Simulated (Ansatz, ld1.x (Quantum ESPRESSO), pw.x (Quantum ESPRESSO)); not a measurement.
# What a changed setting does to a pw.x run (sc Ir)

Potential: PAW, ld1.x (Quantum ESPRESSO) 7.5, PBE; core [Xe] 4f14, reference 5d7 6s2 6p0; waves: 6s (bound): rcut 1.70, rcutus 2.35 bohr; 6s channel at 3.95 Ry: rcut 1.70, rcutus 2.35 bohr; 6p (bound, empty): rcut 2.95, rcutus 3.50 bohr; 6p channel at 1.1 Ry: rcut 2.95, rcutus 3.50 bohr; 5d (bound): rcut 1.45, rcutus 1.95 bohr; 5d channel at -0.07 Ry: rcut 1.45, rcutus 1.95 bohr; local part: all-electron potential smoothed inside 2.20 bohr (lloc = -1); core correction: Bessel-smoothed model core, default radius (core density twice the valence density); augmentation: GAUSS, radius 1.35 bohr.

The reference run (k-mesh 13³, cutoffs 60/480 Ry, Fermi–Dirac 0.01 Ry, mixing_beta 0.4, conv_thr 1e-9, no spin) gives -0.75 GPa at 16.953 Å³/atom, where all-electron LAPW gives 1.24 GPa. This run, with its own iteration cap, changes mixing_beta to 0.1.

```
&control
  calculation='scf', prefix='x', pseudo_dir='./', outdir='./tmp', tstress=.true., disk_io='none'
/
&system
  ibrav=0, nat=1, ntyp=1, ecutwfc=60, ecutrho=480, nbnd=12,
  occupations='smearing', smearing='fd', degauss=0.01
/
&electrons
  conv_thr=1e-09, mixing_beta=0.1, electron_maxstep=60
/
ATOMIC_SPECIES
Ir 1.0 Ir.UPF
CELL_PARAMETERS angstrom
  2.56890979 0.00000000 0.00000000
  0.00000000 2.56890979 0.00000000
  0.00000000 0.00000000 2.56890979
ATOMIC_POSITIONS crystal
Ir 0.0000 0.0000 0.0000
K_POINTS automatic
13 13 13 0 0 0
```

```bash
pw.x < Ir.scf.in > Ir.scf.out
```

Task: How does the run end?

Result: It converges in 16 iterations; the free energy moves by +0.0 meV/atom and the pressure by +0.00 GPa. The result is that of the reference run.

```
Message from routine setup:
     using ibrav=0 with symmetry is DISCOURAGED, use correct ibrav instead
     lattice parameter (alat)  =       4.8545  a.u.
     unit-cell volume          =     114.4045 (a.u.)^3
     number of electrons       =         9.00
     number of Kohn-Sham states=           12
     kinetic-energy cutoff     =      60.0000  Ry
     charge density cutoff     =     480.0000  Ry
     scf convergence threshold =      1.0E-09
     Exchange-correlation= SLA  PW   PBX  PBC
     number of k points=    84  Fermi-Dirac smearing, width (Ry)=  0.0100
     iteration #  1     ecut=    60.00 Ry     beta= 0.10
     total energy              =    -721.50142932 Ry
     estimated scf accuracy    <       0.05203584 Ry
     iteration #  2     ecut=    60.00 Ry     beta= 0.10
     total energy              =    -721.47914480 Ry
     estimated scf accuracy    <       0.03940482 Ry
     iteration #  3     ecut=    60.00 Ry     beta= 0.10
     total energy              =    -721.48279700 Ry
     estimated scf accuracy    <       0.00035283 Ry
     [... 10 iterations left out ...]
     iteration # 14     ecut=    60.00 Ry     beta= 0.10
     total energy              =    -721.48343586 Ry
     estimated scf accuracy    <          8.8E-09 Ry
     iteration # 15     ecut=    60.00 Ry     beta= 0.10
     total energy              =    -721.48343779 Ry
     estimated scf accuracy    <       0.00000003 Ry
     iteration # 16     ecut=    60.00 Ry     beta= 0.10
     the Fermi energy is    15.4331 ev
!    total energy              =    -721.48344935 Ry
     estimated scf accuracy    <          1.0E-10 Ry
     smearing contrib. (-TS)   =      -0.00712437 Ry
     The total energy is F=E-TS. E is the sum of the following terms:
     one-electron contribution =      14.86818364 Ry
     hartree contribution      =       3.05579358 Ry
     xc contribution           =     -48.70424469 Ry
     ewald contribution        =     -47.34151700 Ry
     one-center paw contrib.   =    -643.35454052 Ry
     convergence has been achieved in  16 iterations
          total   stress  (Ry/bohr**3)                   (kbar)     P=       -7.54
     Message from routine punch:
     Nothing written, as per user request (disk_io='none')
```

The run took about 26 s on one core of a shared host (Neoverse-V1, 32 threads, 247 GiB, load 22).
